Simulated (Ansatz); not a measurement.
# BAs: the cost of one run

Program: Ansatz 0.2.0. Level of theory: DFT PBE, scalar-relativistic, plane waves, PAW. These are calculated values, not measurements.

2 further runs of the same task are left out: 2 set aside as unsound or not needed.

### 1 The starting structure

The structure is cubic, space group F-43m (No. 216). The conventional cell has a = 4.809 Å, b = 4.809 Å, c = 4.809 Å, α = 90.00°, β = 90.00°, γ = 90.00°. B (site symmetry -43m) has 4 As at 2.08 Å as nearest neighbours. As (site symmetry -43m) has 4 B at 2.08 Å as nearest neighbours.

Structure file:

```xyz
2
Lattice="0.0000 2.4046 2.4046 2.4046 0.0000 2.4046 2.4046 2.4046 0.0000" Properties=species:S:1:pos:R:3 pbc="T T T"
B     0.0000    0.0000    0.0000
As    3.6070    3.6070    3.6070
```

This cell was relaxed beforehand with the same method: volume 13.90 Å³/atom, gap on the mesh 1.20 eV.

### 2 Relaxing at 4 GPa

What is minimised here is the enthalpy; the energy can go up as the cell is squeezed.

File input.yaml:

```yaml
crystal:
  lattice:
    - [0.0, 2.4046443034, 2.4046443034]
    - [2.4046443034, 0.0, 2.4046443034]
    - [2.4046443034, 2.4046443034, 0.0]
  atoms:
    - { symbol: B, position: [0.0, 0.0, 0.0] }
    - { symbol: As, position: [0.75, 0.75, 0.75] }
basis:
  ecutwfc: 420
kpoints:
  mp_grid: { grid: [10, 10, 10] }
hamiltonian:
  xc: pbe
scf:
  occupations: { method: fixed }
output:
  forces: true
  stress: true
  eigenvalues: true
relax:
  adjacent_minimum: "off"
  f_tol: 0.001
  max_steps: 60
  cell: { stress_tol: 0.02, p_target: 4.0 }
```

On the command line:

```console
ansatz run input.yaml --threads 1 --pin off --max-ram 3072MiB --backend cpu --events-out ev --progress --plain --runs-dir out
```

Q: Estimate wall time and peak memory on 1 thread of Intel Xeon Platinum 8375C at 2.90GHz (Ice Lake), shared host.

About 9.7 s, with a peak of 0.36 GiB.
